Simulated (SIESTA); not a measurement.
Runs of SIESTA 5.4.2 on SnO2. Symmetry: R-3m, No. 166, trigonal system. The conventional cell has a = 3.234 Å, b = 3.234 Å, c = 14.402 Å, α = 90.00°, β = 90.00°, γ = 120.00°. Sn (site symmetry -3m) has 6 O at 2.13 Å as nearest neighbours. O (site symmetry 3m) has 3 Sn at 2.13 Å as nearest neighbours. Measurements of this composition are mostly on another form, of space group No. 136.

```tsv
task	level	potentials or basis	gap on the mesh (eV)	pressure (GPa)	V0 of scaled cells (Å³/atom)	B0 (GPa)	largest force (eV/Å)
equation of state	LDA	PseudoDojo 0.4 standard (LDA files), DZP (energy shift 0.003 Ry; two zetas on semicore shells)	-	-	(a)	(b)	-
band structure	PBEsol	PseudoDojo 0.4 standard (PBEsol files), DZP (energy shift 0.003 Ry; two zetas on semicore shells)	1.78	0.1	-	-	0.10
equation of state	PBEsol	PseudoDojo 0.4 standard (PBEsol files), DZP (energy shift 0.003 Ry; two zetas on semicore shells)	-	-	14.50	150	-
band structure	LDA	PseudoDojo 0.4 standard (LDA files), DZP (energy shift 0.003 Ry; two zetas on semicore shells)	1.70	-4.4	-	-	(c)
```

Alike in all rows: no spin polarisation; cell as given; k mesh 10 × 10 × 10; smearing fermi-dirac 0.05 eV; grid cutoff 800 Ry; energy shift 0.003 Ry.

Question: Estimate the missing entries.

Answer: (a) 14.08; (b) 163; (c) 0.21.

Caveats: the basis of atomic orbitals isn't converged, which shifts pressures, moduli and gaps; the cell was scaled at fixed shape and fractional positions, which overstates the stiffness of a crystal with free parameters, most of all of layers and chains (some runs); spin-orbit coupling is left out, which moves the levels of the heavy elements (some runs).

A k mesh can miss the band edges, and the runs leave out spin-orbit coupling on Sn.

Not every run made on this cell is shown here.
